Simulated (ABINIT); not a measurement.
Runs of ABINIT 10.8.3 (patched build) on Sn. It takes space group I4_1/amd (No. 141, tetragonal). Conventional cell: a = 5.880 Å, b = 5.880 Å, c = 3.199 Å, α = 90.00°, β = 90.00°, γ = 90.00°. Sn (site symmetry -4m2) is surrounded by 6 Sn at 3.05 to 3.20 Å. 

```csv
task,potentials or basis,cell,k mesh,cutoff (eV),smearing,stop of the response cycle (tolvrs),acoustic sum rule (asr),fine-grid cutoff,cell freedom (optcell),optimiser (ionmov),gap on the mesh (eV),pressure (GPa)
phonons,JTH PAW LDA v2.0 sp,as given,12 × 12 × 12,272,fermi-dirac 0.2 eV,1e-08,2,544.228 eV,-,-,none,(a)
relaxation of cell and atoms,PseudoDojo NC SR LDA v0.4.1 standard,relaxed,7 × 7 × 7,980,fermi-dirac 0.05 eV,-,-,-,2,2,none,0.0
single point,JTH PAW LDA v2.0 sp,as given,7 × 7 × 7,272,fermi-dirac 0.05 eV,-,-,544.228 eV,-,-,none,-3.0
phonons at a zone-boundary q,PseudoDojo NC SR LDA v0.4.1 standard,cell relaxed at zero pressure by an earlier run,8 × 8 × 8,980,fermi-dirac 0.1 eV,1e-08,-,-,-,-,none,0.3
single point,PseudoDojo NC SR LDA v0.4.1 standard,cell relaxed,7 × 7 × 7,980,fermi-dirac 0.05 eV,-,-,-,-,-,none,0.0
```

Alike in all rows: level LDA; no spin polarisation.

Q: Estimate the missing entries.

A: (a) -2.6.

Caveats: the cutoff is short for stress, so the pressure is rough (some runs); this set keeps more shells in the core, which shifts pressures and gaps (some runs); the mesh is coarse for a metal's response (some runs).

A k mesh can miss the band edges, and the runs leave out spin-orbit coupling on Sn.

A gap of «none» marks a metal or a gap under the smearing width.

The runs don't all hold the same shells in valence.
